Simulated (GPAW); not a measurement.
**TiO2 (Anatase): single point with PBE+U**

Crystal: TiO2 (Anatase).

```
Ti O
1.0
    -1.86653    1.86653    4.69300
     1.86653   -1.86653    4.69300
     1.86653    1.86653   -4.69300
Ti O
2 4
Direct
  0.75000 0.25000 0.50000
  0.00000 0.00000 0.00000
  0.79190 0.79190 0.00000
  0.54190 0.04190 0.50000
  0.95810 0.45810 0.50000
  0.20810 0.20810 0.00000
```

The cell isn't the ideal one: volume scaled by 0.96.

* Program: GPAW 26.7.0
* Task: single point
* Functional: PBE
* Potentials or basis: GPAW PAW data sets (gpaw-data 1.2.1)
* Cutoff: 650 eV
* Basis: pw
* k mesh: 7 × 7 × 7
* Occupations: fermi-dirac, width 0.01 eV
* Spin: no spin polarisation
* Hubbard terms: Ti d U = 7 eV

| Property | Result |
| --- | --- |
| Pressure | 23.4 GPa |
| Largest force | 0.502 eV/Å |
| Band gap on the k mesh | 3.55 eV, indirect (least direct gap 3.97 eV) |

Forces on the atoms (eV/Å):
```
Ti   0.000  0.000  0.000
Ti   0.000  0.000  0.000
O    0.000  0.000 -0.502
O    0.000  0.000 -0.502
O    0.000  0.000  0.502
O    0.000  0.000  0.502
```

Stress tensor (GPa, compression positive):
```
23.88  0.00  0.00
 0.00 23.88  0.00
 0.00  0.00 22.52
```

Levels at points of the mesh, in eV from the valence-band top:
| k point | band 21 | band 22 | band 23 | band 24 | band 25 | band 26 | band 27 | band 28 |
| --- | --- | --- | --- | --- | --- | --- | --- | --- |
| (0.00, 0.00, 0.00) | -0.73 | -0.73 | -0.53 | -0.53 | 3.55 | 4.53 | 5.45 | 5.45 |

It took 2.1 min on 1 thread of Arm Neoverse V1, on a shared host, peak memory 0.29 GiB.

Caveat: the cutoff is short for stress and forces, so pressures can be off by a GPa or more; an odd mesh through Γ misses points on the zone boundary, where band edges often lie.
